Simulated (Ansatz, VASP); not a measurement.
BN in VASP and in Ansatz

```xyz
2
Lattice="0.0431 1.8479 1.8479 1.8479 0.0431 1.8479 1.8479 1.8479 0.0431" Properties=species:S:1:pos:R:3 pbc="T T T"
B    -0.0014   -0.0014   -0.0014
N     0.9361    0.9361    0.9361
```

Change from the starting cell: shear_111 strain +3.6%.

Alike in both runs: task single point; functional PBE; k mesh 12 × 12 × 12; occupations fermi-dirac, width 0.02 eV; no spin polarisation.

|  | VASP | Ansatz |
| --- | --- | --- |
| version | VASP 6.6.1 | Ansatz 0.2.0 |
| potentials or method | VASP PAW PBE potentials, release 64 (B, N) | plane waves, PAW |
| plane-wave cutoff (eV) | 520 | 420 |
| valence electrons in the cell | 8 | 8 |

Ansatz gave:

```
gap on the k mesh at the Fermi level (eV)       : 4.38
pressure (GPa)                                  : -7.4
largest component of the traceless stress (GPa) : 9.51
rms of the force components (eV/Å)              : 0.026
```

What did VASP give for the same quantities?

gap on the k mesh at the Fermi level (eV): 4.37; pressure (GPa): -7.2; largest component of the traceless stress (GPa): 9.59; rms of the force components (eV/Å): 0.030.

Atom by atom the forces differ by 0.005 eV/Å (rms over components).

A k mesh can miss the band edges.
